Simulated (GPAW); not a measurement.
# free-standing triangular Re monolayer, spacing 2.74 A: a list in the functional, part 2 of 2

Aim: see how far moments and order energies of free-standing triangular Re monolayer, spacing 2.74 A move with the functional, and what each set costs.

GPAW 26.7.0; several functionals; plane waves with GPAW's PAW setups, scalar-relativistic.

So far, largest spin moment in the augmentation sphere (μB): step 3 (rung 1 (LDA), start antiferro q=(0,1/2,0) +-) 0.440; step 6 (rung 3 (PBE), start ferro +) 0.627; step 7 (rung 3 (PBE), start antiferro q=(0,1/2,0) +-) 1.04; step 8 (rung 4 (RPBE), start ferro +) 0.737.

### 9. Set 4 (RPBE), start antiferro q=(0,1/2,0) +-

Level of this step: RPBE; plane waves with GPAW's PAW setups, scalar-relativistic (GPAW).

order2.py reads:

```python
import json
import numpy as np
from ase import Atoms
from ase.parallel import paropen, parprint
from gpaw import GPAW

atoms = Atoms(['Re', 'Re'],
    cell=[[2.74, 0.0, 0.0],
         [-2.74, 4.74582, 0.0],
         [0.0, 0.0, 14.0]],
    scaled_positions=[[0.0, 0.0, 0.5],
         [0.0, 0.5, 0.5]],
    pbc=True,
    magmoms=[1.0, -1.0])
atoms.calc = GPAW(mode={'name': 'pw', 'ecut': 550},
    xc='RPBE',
    kpts={'size': (12, 6, 1), 'gamma': True},
    occupations={'name': 'fermi-dirac', 'width': 0.1},
    convergence={'density': 1e-05, 'energy': 1e-05},
    maxiter=200,
    txt='order2.txt')
e = atoms.get_potential_energy(force_consistent=True)
res = {'free_energy': e, 'energy_sigma0': atoms.get_potential_energy(), 'fermi_energy': atoms.calc.get_fermi_level()}
res['moments'] = atoms.get_magnetic_moments().tolist()
res['total'] = atoms.get_magnetic_moment()
parprint('site moments (muB):', np.round(res['moments'], 3))
parprint(f"total moment: {res['total']:.3f} muB")
parprint(f'free energy: {e:.6f} eV')
atoms.calc.write('order2.gpw')
with paropen('results.json', 'w') as f:
    json.dump(res, f)
```

The run is started by

```
$ OMP_NUM_THREADS=1 python3 order2.py > order2.log
```

Numbers of over 12 decimals in the logs are rounded to 6 here.

The program printed:

```text
site moments (muB): [ 1.15 -1.15]
total moment: 0.000 muB
free energy: -17.013603 eV

--- order2.txt ---
Input parameters:
  mode=PW(ecut=550),
  convergence={'density': 1e-05, 'energy': 1e-05},
  kpts=MonkhorstPack(size=(12, 6, 1), gamma=True),
  maxiter=200,
  occupations=Occupations(name='fermi-dirac', width=0.1),
  xc=XC(name='RPBE')

Diagonalizing LCAO Hamiltonian
Converting LCAO to pw mode

         Re
[...]
|          6 |        -8.667 |     1.000 |        -8.667 |     1.000 |
|          7 |        -6.610 |     1.000 |        -6.610 |     1.000 |
[...]
|         16 |         0.498 |     0.000 |         0.498 |     0.000 |
|         17 |         0.768 |     0.000 |         0.768 |     0.000 |
|         18 |         2.672 |     0.000 |         2.672 |     0.000 |
|         19 |         2.811 |     0.000 |         2.811 |     0.000 |

No gap
No difference between direct/indirect transitions


[key lines of the parts left out:]
Free energy:     -17.013603
Converged in 19 steps
dipole moment: (-9.419372, -16.314830, -0.000003)  # |e|*Ang
Fermi level: -1.802
```

Wall time 2.8 min (1 MPI rank of Arm Neoverse V2, shared host); peak memory 0.38 GiB.

Numbers from this step:

```yaml
magnetization: 0 μB
final_state: antiferromagnetic
largest_moment: 1.150 μB
```

This start lies -89.3 meV a seeded atom from the first, a change of -21.3 meV since set 3; its largest moment is 1.15 μB.

### 10. Set 5 (BLYP), start ferro +

order1.py reads:

```python
import json
import numpy as np
from ase import Atoms
from ase.parallel import paropen, parprint
from gpaw import GPAW

atoms = Atoms(['Re'],
    cell=[[2.74, 0.0, 0.0],
         [-1.37, 2.37291, 0.0],
         [0.0, 0.0, 14.0]],
    scaled_positions=[[0.0, 0.0, 0.5]],
    pbc=True,
    magmoms=[1.0])
atoms.calc = GPAW(mode={'name': 'pw', 'ecut': 550},
    xc='BLYP',
    kpts={'size': (12, 12, 1), 'gamma': True},
    occupations={'name': 'fermi-dirac', 'width': 0.1},
    convergence={'density': 1e-05, 'energy': 1e-05},
    maxiter=200,
    txt='order1.txt')
e = atoms.get_potential_energy(force_consistent=True)
res = {'free_energy': e, 'energy_sigma0': atoms.get_potential_energy(), 'fermi_energy': atoms.calc.get_fermi_level()}
res['moments'] = atoms.get_magnetic_moments().tolist()
res['total'] = atoms.get_magnetic_moment()
parprint('site moments (muB):', np.round(res['moments'], 3))
parprint(f"total moment: {res['total']:.3f} muB")
parprint(f'free energy: {e:.6f} eV')
atoms.calc.write('order1.gpw')
with paropen('results.json', 'w') as f:
    json.dump(res, f)
```

The run is started by

```
$ OMP_NUM_THREADS=1 python3 order1.py > order1.log
```

The program printed:

```text
FileNotFoundError: Could not find required PAW dataset file "Re.BLYP".
You need to set the GPAW_SETUP_PATH environment variable to point to
the directories where PAW dataset and basis files are stored.  See

--- order1.txt ---
Input parameters:
  mode=PW(ecut=550),
  convergence={'density': 1e-05, 'energy': 1e-05},
  kpts=MonkhorstPack(size=(12, 12, 1), gamma=True),
  maxiter=200,
  occupations=Occupations(name='fermi-dirac', width=0.1),
  xc=XC(name='BLYP')
```

Elapsed: 1.2 s, on 1 MPI rank; peak memory 0.1 GiB.

The program refused the input before any cycle.

The program's message: “FileNotFoundError: Could not find required PAW dataset file "Re.BLYP".”

### 11. Set 5 (BLYP), start antiferro q=(0,1/2,0) +-

order2.py is the script of step 9 with these lines changed:

```diff
@@ -15,3 +15,3 @@
 atoms.calc = GPAW(mode={'name': 'pw', 'ecut': 550},
-    xc='RPBE',
+    xc='BLYP',
     kpts={'size': (12, 6, 1), 'gamma': True},
```

The run is started by

```
$ OMP_NUM_THREADS=1 python3 order2.py > order2.log
```

The program printed:

```text
FileNotFoundError: Could not find required PAW dataset file "Re.BLYP".
You need to set the GPAW_SETUP_PATH environment variable to point to
the directories where PAW dataset and basis files are stored.  See

--- order2.txt ---
Input parameters:
  mode=PW(ecut=550),
  convergence={'density': 1e-05, 'energy': 1e-05},
  kpts=MonkhorstPack(size=(12, 6, 1), gamma=True),
  maxiter=200,
  occupations=Occupations(name='fermi-dirac', width=0.1),
  xc=XC(name='BLYP')
```

Wall time 1.4 s (1 MPI rank); peak memory 0.1 GiB.

The input was rejected at the start.

The program's message: “FileNotFoundError: Could not find required PAW dataset file "Re.BLYP".”

### 12. Side by side

List, by row:

```
set  functional  state from the first start  state from the second start  second less first (meV a seeded atom)  moment, first (μB)  moment, second (μB)  CPU time (s)
   1         LDA                non-magnetic            antiferromagnetic                                -0.3612                   0               0.4404         204.1
   3         PBE               ferromagnetic            antiferromagnetic                                 -67.99              0.6265                1.043         209.4
   4        RPBE               ferromagnetic            antiferromagnetic                                 -89.32              0.7369                 1.15         212.3
```

### 13. What came out

```json
{
 "range of the moment in the table, second start": "0.440 to 1.15 μB",
 "range of CPU time": "3.4 min to 3.5 min",
 "range of the energy difference": "-89.3 to -0.361 meV a seeded atom"
}
```

In words: For the second start the functionals give moments from 0.440 to 1.15 μB and energy differences from -89.3 to -0.361 meV a seeded atom, a spread that no finer setting would remove; all use the same cell, so differences in their own lattice constants don't enter. The other start's moment moves more, from 0 to 0.737 μB. Sets 2 and 5 gave no pair of finished runs and are missing from the table. Not all sets end in the same states, so some differences compare unlike states.

[Logs and program files are shortened in this print: banners, set-up blocks, solver, clock and traceback lines can be left out without a mark of their own.]

[Logs are printed without paths, hosts, clocks, repeated set-up lines and the standing remarks that a program may print on its own settings, such as how far it seeks lower states.]

[Hosts, paths, dates, database ids (printed as entryN), source tags and the programs' standing remarks are cut or masked in the printed files.]

[Where a cell is said to come from a database of computed structures, the database is the Materials Project.]
